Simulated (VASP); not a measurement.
# LiF (P2_1) in VASP: further runs, part 2 of 2

VASP 6.6.1.

**4. Single point, LDA (strain -0.0200 x Voigt [0, 0, 0, 0, 0, 1], atoms carried along)**

The input, INCAR:

```
  PREC = Accurate
  ENCUT = 520
  EDIFF = 1E-6
  ISMEAR = 0
  SIGMA = 0.05
  LREAL = F
  LASPH = T
  NELM = 100
  ALGO = Normal
  ISIF = 2
  LWAVE = F
  LCHARG = F
  NBANDS = 18
```

The input, KPOINTS:

```
Automatic mesh
0
Gamma
  9 9 6
```

The input, POSCAR:

```
LiF
1.0
    3.0609398175     -0.0306093982      0.0000000000
   -1.5569784251      2.6661563405      0.0000000000
    0.0000000000      0.0000000000      4.8073245700
Li F
2 2
Direct
    0.3333333333      0.6666666667      0.3811542600
    0.6666666667      0.3333333333      0.8811542600
    0.3333333333      0.6666666667      0.9938437400
    0.6666666667      0.3333333333      0.4938437400
```

Potentials or basis: VASP PAW LDA potentials, release 64 (Li_sv, F).

Started as:

```
$ cat potpaw_LDA.64/Li_sv/POTCAR potpaw_LDA.64/F/POTCAR > POTCAR
$ mpirun -np 1 vasp_std > vasp.out
```

OUTCAR:

```text
PREC = Accurate
   ENCUT = 520
   EDIFF = 1E-6
   ISMEAR = 0
   LREAL = F
   LASPH = T
   NELM = 100
   ISIF = 2

 ion  position               nearest neighbor table
   1  0.333  0.667  0.381-   4 1.83   4 1.85   3 1.86   4 1.86
   2  0.667  0.333  0.881-   3 1.83   3 1.85   4 1.86   3 1.86
   3  0.333  0.667  0.994-   2 1.83   2 1.85   1 1.86   2 1.86
   4  0.667  0.333  0.494-   1 1.83   1 1.85   2 1.86   1 1.86

  LATTYP: Found a simple monoclinic cell.
 ALAT       =     3.0344698969
 B/A-ratio  =     1.5842386754
 C/A-ratio  =     1.0087735139
 COS(beta)  =    -0.4869160342

  Lattice vectors:

 A1 = (   1.5039613924,   2.6355469423,   0.0000000000)
 A2 = (   0.0000000000,   0.0000000000,  -4.8073245700)
 A3 = (  -3.0609398175,   0.0306093982,   0.0000000000)

Analysis of symmetry for initial positions (statically):
=====================================================================
 Subroutine PRICEL returns:
 Original cell was already a primitive cell.

 Routine SETGRP: Setting up the symmetry group for a
 simple monoclinic supercell.

 Subroutine GETGRP returns: Found  2 space group operations
 (whereof  1 operations were pure point group operations)
 out of a pool of  4 trial point group operations.

The static configuration has the point symmetry C_1 .
 The point group associated with its full space group is C_2 .

Analysis of symmetry for dynamics (positions and initial velocities):
=====================================================================
 Subroutine PRICEL returns:
 Original cell was already a primitive cell.

 Routine SETGRP: Setting up the symmetry group for a
 simple monoclinic supercell.

 Subroutine GETGRP returns: Found  2 space group operations
 (whereof  1 operations were pure point group operations)
 out of a pool of  4 trial point group operations.

The dynamic configuration has the point symmetry C_1 .
 The point group associated with its full space group is C_2 .

 Subroutine INISYM returns: Found  2 space group operations
 (whereof  1 operations are pure point group operations),
 and found     1 'primitive' translations

----------------------------------------------------------------------------------------

                                     Primitive cell

  volume of cell :      39.0032

  direct lattice vectors                    reciprocal lattice vectors
     3.060939817 -0.030609398  0.000000000     0.328616095  0.191904789  0.000000000
    -1.556978425  2.666156341  0.000000000     0.003772750  0.377274984  0.000000000
     0.000000000  0.000000000  4.807324570     0.000000000  0.000000000  0.208015911

  length of vectors
     3.061092861  3.087486267  4.807324570     0.380546956  0.377293847  0.208015911

  position of ions in fractional coordinates (direct lattice)
     0.333333333  0.666666667  0.381154260
     0.666666667  0.333333333  0.881154260
     0.333333333  0.666666667  0.993843740
     0.666666667  0.333333333  0.493843740

  ion indices of the primitive-cell ions
   primitive index   ion index
                 1           1
                 2           2
                 3           3
                 4           4

----------------------------------------------------------------------------------------

 KPOINTS: Automatic mesh

[... 26 lines left out ...]
  0.222222 -0.000000  0.000000      2.000000
  0.333333  0.000000  0.000000      2.000000
  0.444444 -0.000000  0.000000      2.000000
  0.000000  0.111111  0.000000      2.000000
[... 16 lines left out ...]
 -0.111111  0.222222  0.000000      2.000000
  0.000000  0.333333  0.000000      2.000000
 [... further k-points ...]
   k-points           NKPTS =    164   k-points in BZ     NKDIM =    164   number of bands    NBANDS=     18
   number of dos      NEDOS =    301   number of ions     NIONS =      4
   total plane-waves  NPLWV =  20736
   dimension x,y,z NGX =    24 NGY =   24 NGZ =   36
   dimension x,y,z NGXF=    48 NGYF=   48 NGZF=   72
   ions per type =               2   2
   NGX,Y,Z   is equivalent  to a cutoff of  13.03, 12.92, 12.45 a.u.
   NGXF,Y,Z  is equivalent  to a cutoff of  26.07, 25.85, 24.90 a.u.
 SYSTEM =  unknown system
   PREC   = accura    normal or accurate (medium, high low for compatibility)
   ISTART =      0    job   : 0-new  1-cont  2-samecut
   ICHARG =      2    charge: 1-file 2-atom 10-const
   ISPIN  =      1    spin polarized calculation?
   LNONCOLLINEAR =      F non collinear calculations
   LSORBIT =      F    spin-orbit coupling
   LASPH  =      T    aspherical Exc in radial PAW
   ENCUT  =  520.0 eV  38.22 Ry    6.18 a.u.   5.69  5.74  8.94*2*pi/ulx,y,z
   NELM   =    100;   NELMIN=  2; NELMDL= -5     # of ELM steps
   EDIFF  = 0.1E-05   stopping-criterion for ELM
   LREAL  =      F    real-space projection
   EDIFFG = 0.1E-04   stopping-criterion for IOM
   NSW    =      0    number of steps for IOM
   IBRION =     -1    ionic relax: 0-MD 1-quasi-New 2-CG
   NFREE  =      0    steps in history (QN), initial steepest desc. (CG)
   ISIF   =      2    stress and relaxation
   ISYM   =      2    0-nonsym 1-usesym 2-fastsym
   POTIM  = 0.5000    time-step for ionic-motion
   TEBEG  =    0.0;   TEEND  =   0.0 temperature during run
   PSTRESS=    0.0 pullay stress
   NELECT =      20.0000    total number of electrons
   NUPDOWN=      -1.0000    fix difference up-down
   EMIN   =  10.00;   EMAX   =-10.00  energy-range for DOS
   EFERMI =   0.00;   METHOD = LEGACY
   ISMEAR =     0;   SIGMA  =   0.05  broadening in eV -4-tet -1-fermi 0-gaus
   EFERMI_NEDOS =   21; number of points for ismear=-14 and -15
   IALGO  =     38    algorithm
   IMIX   =      4    mixing-type and parameters
     AMIX     =   0.40;   BMIX     =  1.00
     AMIX_MAG =   1.60;   BMIX_MAG =  1.00
  volume/ion in A,a.u.               =       9.75        65.80
  Fermi-wavevector in a.u.,A,eV,Ry     =   1.310342  2.476188 23.361161  1.716997
  Thomas-Fermi vector in A             =   2.440879
   LORBIT       =      0    0 simple, 1 ext, 2 COOP (PROOUT), +10 PAW based schemes
   GGA     = CA    functional components
   LHFCALC =     F    Hartree Fock is set to
   AEXX    =    0.0000 exact exchange contribution
   IVDW    =     0    specifies the selected vdW correction
   LEPSILON=     F    determine dielectric tensor
   LRPA    =     F    only Hartree local field effects (RPA)
 non-spin polarized calculation
 Gauss-broadening in eV      SIGMA  =   0.05
  energy-cutoff  :      520.00
  volume of cell :       39.00
 maximum number of plane-waves:      1085
   NGX = 11   NGY = 11   NGZ = 17

 number of electron      20.0000020 magnetization

 Free energy of the ion-electron system (eV)
  ---------------------------------------------------
  ext. energy  EPLUGINS =         0.00000000
  ---------------------------------------------------
  free energy    TOTEN  =       -20.79161016 eV

  energy without entropy =      -20.79161016  energy(sigma->0) =      -20.79161016

 E-fermi :  -2.4220     XC(G=0):  -9.6278

 val. band max:       -2.6902946897   @ k =   0.0000   0.0000   0.0000
 cond. band min:       4.8973208656   @ k =   0.0000   0.0000   0.0000
 fundamental gap:      7.5876155553
 Fermi energy:        -2.4220182340

 k-point     1 :       0.0000    0.0000    0.0000
  band No.  band energies     occupation
      1     -41.9439      2.00000
      2     -41.8921      2.00000
      3     -21.7331      2.00000
      4     -21.4832      2.00000
      5      -4.9839      2.00000
      6      -3.1974      2.00000
[... 481 lines left out ...]
      5      -4.6617      2.00000
      6      -4.0283      2.00000
[... 10 lines left out ...]
     17      16.5530      0.00000
     18      17.6114      0.00000

 [... further k-points ...]

------------------------ aborting loop because EDIFF is reached ----------------------------------------

  FORCE on cell =-STRESS in cart. coord.  units (eV):
  Direction    XX          YY          ZZ          XY          YZ          ZX
  --------------------------------------------------------------------------------------
  -------------------------------------------------------------------------------------
  Total       -0.7199260     -0.7216822     -0.8325896      0.1912895      0.0000000      0.0000000
  in kB      -29.5731928    -29.6453341    -34.2012004      7.8578092      0.0000000      0.0000000
  external PRESSURE =     -31.1399091 kB  Pullay stress =       0.0000000 kB

 VOLUME and BASIS-vectors are now :
 -----------------------------------------------------------------------------
  energy-cutoff  :      520.00
  volume of cell :       39.00
      direct lattice vectors                 reciprocal lattice vectors
     3.060939817 -0.030609398  0.000000000     0.328616095  0.191904789  0.000000000
    -1.556978425  2.666156341  0.000000000     0.003772750  0.377274984  0.000000000
     0.000000000  0.000000000  4.807324570     0.000000000  0.000000000  0.208015911

 POSITION                                       TOTAL-FORCE (eV/Angst)
 -----------------------------------------------------------------------------------
     -0.01767      1.76723      1.83233         0.055087      0.002076     -0.009453
      1.52163      0.86831      4.23599        -0.055087     -0.002076     -0.009453
     -0.01767      1.76723      4.77773         0.060414      0.002046      0.009453
      1.52163      0.86831      2.37407        -0.060414     -0.002046      0.009453
 -----------------------------------------------------------------------------------
    total drift:                                0.000000      0.000001     -0.000567

  FREE ENERGIE OF THE ION-ELECTRON SYSTEM (eV)
  ---------------------------------------------------
  free  energy   TOTEN  =       -20.7916101577 eV

  energy  without entropy=      -20.7916101577  energy(sigma->0) =      -20.79161016
```

Wall time 98 s (1 thread of Intel Xeon Platinum 8488C (Sapphire Rapids), shared host); peak memory 0.2 GiB.

What came out:

- Free energy: -20.7916 eV
- Largest force: 0.061 eV/Å
- Band gap on the k mesh: 7.59 eV, direct

Forces in eV/Å, atoms in the order of the input:
```
Li   0.055  0.002 -0.009
Li  -0.055 -0.002 -0.009
F    0.060  0.002  0.009
F   -0.060 -0.002  0.009
```

Caveat: the cutoff is under 1.25 times the usual one of these potentials, so pressure, stress and relaxed cells hold a basis-set (Pulay) error; an odd mesh through Γ misses points on the zone boundary, where band edges often lie.

**5. Overview**

| cell | gap on the mesh (eV) | largest force (eV/Å) |
| --- | --- | --- |
| strain +0.0100 x Voigt [0, 0, 0, 0, 0, 1], atoms carried along | 7.59 | 0.03 |
| strain +0.0350 x Voigt [0, 0, 0, 0, 0, 1], atoms carried along | 7.59 | 0.11 |
| strain -0.0200 x Voigt [0, 0, 0, 0, 0, 1], atoms carried along | 7.59 | 0.06 |

Alike in all rows: task single point; level LDA; potentials or basis VASP PAW LDA potentials, release 64 (Li_sv, F); no spin polarisation; k mesh 9 × 9 × 6; cutoff (eV) 520; smearing gaussian 0.05 eV.

Caveats: the cutoff is under 1.25 times the usual one of these potentials, so pressure, stress and relaxed cells hold a basis-set (Pulay) error; an odd mesh through Γ misses points on the zone boundary, where band edges often lie.

Absolute energies hang on the potentials; compare differences alone.
